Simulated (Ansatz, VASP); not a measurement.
# SnO2 in VASP and in Ansatz

```
CELL_PARAMETERS angstrom
3.16997 0.00000 0.00000
-1.58498 2.74527 0.00000
0.00000 0.00000 10.41423
ATOMIC_POSITIONS crystal
Sn 0.00000 0.00000 0.50000
Sn 0.00000 0.00000 0.00000
O 0.66667 0.33333 0.40481
O 0.66667 0.33333 0.09519
O 0.33333 0.66667 0.59519
O 0.33333 0.66667 0.90481
```

Alike in both runs: functional LDA; k mesh 12 × 12 × 4; occupations gaussian, width 0.02 eV; no spin polarisation.

Ansatz relaxed the structure, and its values are those at the end. VASP's run is a single point on that final structure, the one shown.

```csv
,VASP,Ansatz
version,VASP 6.6.1,Ansatz 0.2.0
potentials or method,"VASP PAW LDA potentials, release 64 (Sn_d, O)","scalar-relativistic, plane waves, PAW"
plane-wave cutoff (eV),520,420
valence electrons in the cell,52,52
```

Ansatz gave:

| Item | Value |
| --- | --- |
| gap on the k mesh at the Fermi level (eV) | 2.26 |
| least direct gap on the mesh (eV) | 2.76 |
| pressure (GPa) | 0.0 |
| rms of the force components (eV/Å) | 0.000 |

Problem. Estimate VASP's values.

Solution. gap on the k mesh at the Fermi level (eV): 2.26; least direct gap on the mesh (eV): 2.77; pressure (GPa): 0.8; rms of the force components (eV/Å): 0.033.

Caveats: spin-orbit coupling is left out, which moves the levels of the heavy elements. A k mesh can miss the band edges. As with any semilocal functional, this LDA gap is likely too small.
